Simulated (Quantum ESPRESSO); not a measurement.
# WS2 (Tungstenite) (P6_3/mmc) in Quantum ESPRESSO: convergence with smearing width

Aim: find how far smearing width must go before the results for WS2 (Tungstenite) settle, at LDA. This setting moves, with any that are tied to it; all else stays.

Everything below comes from runs of Quantum ESPRESSO 7.5. Logs are shortened: lines on timing, memory, paths and dates and some standing lists are left out, and cuts for length are marked.

## Step 1: The crystal as given

Symmetry: P6_3/mmc, No. 194, hexagonal system. The conventional cell has a = 3.180 Å, b = 3.180 Å, c = 12.500 Å, α = 90.00°, β = 90.00°, γ = 120.00°. Around W (site symmetry -6m2) lie 6 S at 2.41 Å. S (site symmetry 3m) is surrounded by 3 W at 2.41 Å.

## Step 2: With smearing width 0.5 eV

File pw.in:

```
&CONTROL
  calculation = 'scf'
  prefix = 'pwscf'
  outdir = './tmp'
  pseudo_dir = './pseudo'
  tprnfor = .true.
  tstress = .true.
  disk_io = 'nowf'
/
&SYSTEM
  ibrav = 0
  nat = 6
  ntyp = 2
  ecutwfc = 45
  ecutrho = 360
  nbnd = 36
  occupations = 'smearing'
  smearing = 'fd'
  degauss = 0.03674932
/
&ELECTRONS
  conv_thr = 1.2d-09
  electron_maxstep = 120
  mixing_beta = 0.5
/
ATOMIC_SPECIES
W    183.8400 w_lda_v1.2.uspp.F.UPF
S     32.0600 s_lda_v1.4.uspp.F.UPF
CELL_PARAMETERS angstrom
   3.1800000000    0.0000000000    0.0000000000
  -1.5900000000    2.7539607840    0.0000000000
   0.0000000000    0.0000000000   12.5000000000
ATOMIC_POSITIONS crystal
W      0.6666666667    0.3333333333    0.7500000000
W      0.3333333333    0.6666666667    0.2500000000
S      0.6666666667    0.3333333333    0.3750000000
S      0.3333333333    0.6666666667    0.8750000000
S      0.6666666667    0.3333333333    0.1250000000
S      0.3333333333    0.6666666667    0.6250000000
K_POINTS automatic
10 10 3 0 0 0
```

Potentials or basis: GBRV 1.5 LDA.

Run with:

```
$ OMP_NUM_THREADS=1 pw.x -in pw.in > pw.out
```

pw.out:

```text
This program is part of the open-source Quantum ESPRESSO suite
     for quantum simulation of materials; please cite
[... 9 lines left out ...]
     --------------------
     sticks:   dense  smooth     PW     G-vecs:    dense   smooth      PW
     Sum         889     439    139                85079    30095    4921

     Using Slab Decomposition

     bravais-lattice index     =            0
     lattice parameter (alat)  =       6.0093  a.u.
     unit-cell volume          =     738.7398 (a.u.)^3
     number of atoms/cell      =            6
     number of atomic types    =            2
     number of electrons       =        52.00
     number of Kohn-Sham states=           36
     kinetic-energy cutoff     =      45.0000  Ry
     charge density cutoff     =     360.0000  Ry
     scf convergence threshold =      1.2E-09
     mixing beta               =       0.5000
     number of iterations used =            8  plain     mixing
     Exchange-correlation=  SLA  PZ   NOGX NOGC
                           (   1   1   0   0   0   0   0)

     celldm(1)=   6.009329  celldm(2)=   0.000000  celldm(3)=   0.000000
     celldm(4)=   0.000000  celldm(5)=   0.000000  celldm(6)=   0.000000

     crystal axes: (cart. coord. in units of alat)
               a(1) = (   1.000000   0.000000   0.000000 )
               a(2) = (  -0.500000   0.866025   0.000000 )
               a(3) = (   0.000000   0.000000   3.930818 )

     reciprocal axes: (cart. coord. in units 2 pi/alat)
               b(1) = (  1.000000  0.577350 -0.000000 )
               b(2) = (  0.000000  1.154701  0.000000 )
               b(3) = (  0.000000 -0.000000  0.254400 )

     PseudoPot. # 1 for W  read from file:
[... 194 lines left out ...]
          k = 0.0000 0.0000 0.0000 (  3747 PWs)   bands (ev):

   -63.5648 -63.5648 -27.8189 -27.8185 -27.6449 -27.6449 -27.6445 -27.6445
    -4.4591  -4.2692  -2.8766  -2.5070   3.5229   4.4713   7.3130   7.4943
     7.4943   7.5056   7.5056   8.7231   8.7231   8.7659   8.7659   9.4901
     9.8760  11.0175  13.2520  13.2520  13.2594  13.2594  13.3671  13.3671
    13.5220  13.5220  15.5080  15.7820
[... 67 lines left out ...]
   -63.5494 -63.5494 -27.9518 -27.9517 -27.7620 -27.7619 -27.7177 -27.7176
    -2.5174  -2.4565  -2.0568  -1.9890   4.0825   4.2045   5.3169   5.3928
     5.9094   6.1809   7.0548   7.0887   8.2190   8.3996   8.9629   9.0327
     9.1868   9.3210  13.0405  13.0828  13.1655  13.3830  14.1474  14.5215
    14.9218  15.1153  15.8938  16.3563

          k = 0.0000-0.5774 0.0000 (  3750 PWs)   bands (ev):

   -63.5478 -63.5478 -27.9834 -27.9831 -27.7563 -27.7555 -27.7253 -27.7252
    -2.2535  -2.1677  -1.9832  -1.9058   3.7353   3.9810   5.0950   5.2846
     5.6436   6.2457   6.9137   6.9826   8.1702   8.3481   9.0402   9.2062
     9.3561   9.5187  13.1930  13.2320  13.5235  13.7665  14.0495  14.8538
    14.8898  15.0770  15.3204  15.6277

          k = 0.0000-0.5774 0.0848 (  3758 PWs)   bands (ev):

   -63.5478 -63.5478 -27.9833 -27.9832 -27.7560 -27.7559 -27.7254 -27.7253
    -2.2361  -2.1947  -1.9583  -1.9210   3.7919   3.9144   5.1117   5.1850
     5.8542   6.1340   6.9302   6.9646   8.2013   8.2878   9.0819   9.1648
     9.4065   9.4858  13.2013  13.2207  13.6017  13.7212  14.1823  14.5480
    14.9940  15.2086  15.2312  15.5715
[... 123 lines left out ...]
   -63.5459 -63.5459 -27.9134 -27.9134 -27.8415 -27.8415 -27.7493 -27.7492
    -1.9529  -1.9327  -1.8062  -1.7862   4.6182   4.6810   4.7995   4.8252
     6.0637   6.0648   6.3988   6.4871   7.0892   7.2230   8.0682   8.2024
    10.1574  10.2408  12.3554  12.3658  13.3736  13.8451  14.1934  14.3040
    15.5819  15.7848  16.9942  17.0362

     the Fermi energy is    11.2032 ev

!    total energy              =    -415.25154364 Ry
     estimated scf accuracy    <          5.3E-11 Ry
     smearing contrib. (-TS)   =      -0.08691415 Ry
     internal energy E=F+TS    =    -415.16462949 Ry

     The total energy is F=E-TS. E is the sum of the following terms:
     one-electron contribution =    -171.17488092 Ry
     hartree contribution      =     106.18703047 Ry
     xc contribution           =    -115.88051151 Ry
     ewald contribution        =    -234.29626753 Ry

     convergence has been achieved in  11 iterations

     negative rho (up, down):  1.284E-01 0.000E+00

     Forces acting on atoms (cartesian axes, Ry/au):

     atom    1 type  1   force =     0.00000000   -0.00000000    0.00000000
     atom    2 type  1   force =    -0.00000000    0.00000000   -0.00000000
     atom    3 type  2   force =     0.00000000    0.00000000   -0.00797141
     atom    4 type  2   force =    -0.00000000   -0.00000000   -0.00797141
     atom    5 type  2   force =    -0.00000000   -0.00000000    0.00797141
     atom    6 type  2   force =    -0.00000000   -0.00000000    0.00797141

     Total force =     0.015943     Total SCF correction =     0.000008

     Computing stress (Cartesian axis) and pressure

     negative rho (up, down):  1.284E-01 0.000E+00
          total   stress  (Ry/bohr**3)                   (kbar)     P=      -46.37
  -0.00034002   0.00000000   0.00000000          -50.02        0.00        0.00
   0.00000000  -0.00034002   0.00000000            0.00      -50.02        0.00
   0.00000000   0.00000000  -0.00026563            0.00        0.00      -39.08

=------------------------------------------------------------------------------=
   JOB DONE.
=------------------------------------------------------------------------------=
```

Wall time 1.9 min (1 thread of Arm Neoverse V2, shared host); peak memory 0.67 GiB.

What came out:

- Free energy: -5649.7851 eV
- Pressure: -4.6 GPa
- Largest force: 0.205 eV/Å
- Band gap on the k mesh: 1.05 eV, indirect (least direct gap 2.06 eV)

## Step 3: With smearing width 0.3 eV

pw.in: that of step 2 with these lines changed.

```diff
@@ -18,3 +18,3 @@
   smearing = 'fd'
-  degauss = 0.03674932
+  degauss = 0.02204959
 /
```

Potentials or basis: GBRV 1.5 LDA.

Run with:

```
$ OMP_NUM_THREADS=1 pw.x -in pw.in > pw.out
```

Run time: 1.8 min. Hardware: 1 thread of Arm Neoverse V2, shared host; peak memory 0.67 GiB.

Results:

* Free energy: -5649.5161 eV
* Pressure: -5.8 GPa
* Largest force: 0.300 eV/Å
* Band gap on the k mesh: 1.05 eV, indirect (least direct gap 2.06 eV)

## Step 4: With smearing width 0.2 eV

pw.in: that of step 3 with these lines changed.

```diff
@@ -18,3 +18,3 @@
   smearing = 'fd'
-  degauss = 0.02204959
+  degauss = 0.01469973
 /
```

Run with:

```
$ OMP_NUM_THREADS=1 pw.x -in pw.in > pw.out
```

Run time: 1.8 min. Hardware: 1 thread of Arm Neoverse V2, shared host; peak memory 0.67 GiB.

Results:

- Free energy: -5649.4879 eV
- Pressure: -5.9 GPa
- Largest force: 0.310 eV/Å
- Band gap on the k mesh: 1.04 eV, indirect (least direct gap 2.06 eV)

## Step 5: With smearing width 0.136 eV

pw.in: that of step 4 with these lines changed.

```diff
@@ -18,3 +18,3 @@
   smearing = 'fd'
-  degauss = 0.01469973
+  degauss = 0.00999582
 /
```

Run with:

```
$ OMP_NUM_THREADS=1 pw.x -in pw.in > pw.out
```

Run time: 1.8 min. Hardware: 1 thread of Arm Neoverse V2, shared host; peak memory 0.67 GiB.

Results:

```
Free energy            : -5649.4843 eV
Pressure               : -5.9 GPa
Largest force          : 0.310 eV/Å
Band gap on the k mesh : 1.04 eV, indirect (least direct gap 2.06 eV)
```

## Step 6: With smearing width 0.1 eV

pw.in: that of step 5 with these lines changed.

```diff
@@ -18,3 +18,3 @@
   smearing = 'fd'
-  degauss = 0.00999582
+  degauss = 0.00734986
 /
```

Potentials or basis: GBRV 1.5 LDA.

Run with:

```
$ OMP_NUM_THREADS=1 pw.x -in pw.in > pw.out
```

It took 1.8 min on 1 thread of Arm Neoverse V2, shared host; peak memory 0.67 GiB.

It converged, with:

| Item | Value |
| --- | --- |
| Free energy | -5649.4840 eV |
| Pressure | -5.9 GPa |
| Largest force | 0.310 eV/Å |
| Band gap on the k mesh | 1.04 eV, indirect (least direct gap 2.06 eV) |

## Step 7: With smearing width 0.05 eV

pw.in: that of step 6 with these lines changed.

```diff
@@ -18,3 +18,3 @@
   smearing = 'fd'
-  degauss = 0.00734986
+  degauss = 0.00367493
 /
```

Run with:

```
$ OMP_NUM_THREADS=1 pw.x -in pw.in > pw.out
```

Run time: 1.8 min. Hardware: 1 thread of Arm Neoverse V2, shared host; peak memory 0.67 GiB.

Results (log left out):

```yaml
Free_energy: -5649.4839 eV
Pressure: -5.9 GPa
Largest_force: 0.310 eV/Å
Band_gap_on_the_k_mesh: 1.04 eV, indirect (least direct gap 2.06 eV)
```

## Step 8: With smearing width 0.025 eV

pw.in: that of step 7 with these lines changed.

```diff
@@ -18,3 +18,3 @@
   smearing = 'fd'
-  degauss = 0.00367493
+  degauss = 0.00183747
 /
```

Run with:

```
$ OMP_NUM_THREADS=1 pw.x -in pw.in > pw.out
```

Wall time 1.8 min (1 thread of Arm Neoverse V2, shared host); peak memory 0.67 GiB.

The run converged. Its results:

- Free energy: -5649.4839 eV
- Pressure: -5.9 GPa
- Largest force: 0.310 eV/Å
- Band gap on the k mesh: 1.04 eV, indirect (least direct gap 2.06 eV)

## Step 9: With smearing width 0.01 eV

pw.in: that of step 8 with these lines changed.

```diff
@@ -18,3 +18,3 @@
   smearing = 'fd'
-  degauss = 0.00183747
+  degauss = 0.00073499
 /
```

Potentials or basis: GBRV 1.5 LDA.

Run with:

```
$ OMP_NUM_THREADS=1 pw.x -in pw.in > pw.out
```

Wall time 1.8 min (1 thread of Arm Neoverse V2, shared host); peak memory 0.67 GiB.

Results (log left out):

```
Free energy            : -5649.4839 eV
Pressure               : -5.9 GPa
Largest force          : 0.310 eV/Å
Band gap on the k mesh : 1.04 eV, indirect (least direct gap 2.06 eV)
```

## Step 10: Summary

| smearing width | energy less the tightest run, at zero smearing (meV/atom) | pressure (GPa) | largest force (eV/Å) | gap on the mesh (eV) | SCF cycles | CPU time (s) | peak memory (GiB) |
| --- | --- | --- | --- | --- | --- | --- | --- |
| 0.5 eV | 48.35 | -4.64 | 0.205 | 1.051 | 11 | 110 | 0.67 |
| 0.3 eV | 7.58 | -5.76 | 0.300 | 1.046 | 11 | 110 | 0.67 |
| 0.2 eV | 1.16 | -5.91 | 0.310 | 1.044 | 11 | 110 | 0.67 |
| 0.136 eV | 0.15 | -5.92 | 0.310 | 1.043 | 11 | 110 | 0.67 |
| 0.1 eV | 0.02 | -5.92 | 0.310 | 1.043 | 11 | 110 | 0.67 |
| 0.05 eV | 0.00 | -5.92 | 0.310 | 1.043 | 11 | 110 | 0.67 |
| 0.025 eV | 0.00 | -5.92 | 0.310 | 1.043 | 11 | 110 | 0.67 |
| 0.01 eV | 0.00 | -5.92 | 0.310 | 1.043 | 11 | 110 | 0.67 |

Against the tightest run, the energy stays within 1 meV/atom from 0.136 eV on; the pressure stays within 0.1 GPa from 0.2 eV on; the largest force stays within 0.005 eV/Å from 0.2 eV on; the gap on the mesh stays within 0.01 eV from 0.5 eV on. The tightest run that finished is the yardstick and may itself not be fully converged.

Caveats: spin-orbit coupling is left out, which moves the levels of the heavy elements; an odd mesh through Γ misses points on the zone boundary, where band edges often lie.
